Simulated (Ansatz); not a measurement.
Crystal: TiB.

```
CELL_PARAMETERS angstrom
6.12000 0.00000 0.00000
0.00000 3.06000 0.00000
0.00000 0.00000 4.56000
ATOMIC_POSITIONS crystal
Ti 0.67700 0.25000 0.37700
Ti 0.32300 0.75000 0.62300
Ti 0.82300 0.75000 0.87700
Ti 0.17700 0.25000 0.12300
B 0.52900 0.25000 0.89700
B 0.47100 0.75000 0.10300
B 0.97100 0.75000 0.39700
B 0.02900 0.25000 0.60300
```

Base run:

* Program: Ansatz 0.2.0
* Functional: PBEsol
* Potentials or basis: Ansatz PAW
* Cutoff: 420 eV (not typed: the program's choice for these potentials)
* k mesh: 5 × 9 × 6
* Occupations: fermi-dirac, width 0.05 eV
* Spin: no spin polarisation
* Hubbard terms: Ti d U = 5 eV

Its results: band gap on the k mesh none (metal or under the smearing width); pressure -0.8 GPa; largest force 0.195 eV/Å.

Task: The run is repeated on the same cell with these changes: hubbard terms from Ti d U = 5 eV to Ti d U = 8 eV. What comes out?

Result: Band gap on the k mesh none (metal or under the smearing width); pressure 3.3 GPa; largest force 0.223 eV/Å.

Caveats: U without spin polarisation on a metal has little footing; the PAW data sets come from PBE, with cores solved anew for the run's functional, which leaves a small shift of forces and pressure; the U is typed as a test and isn't derived for this compound.
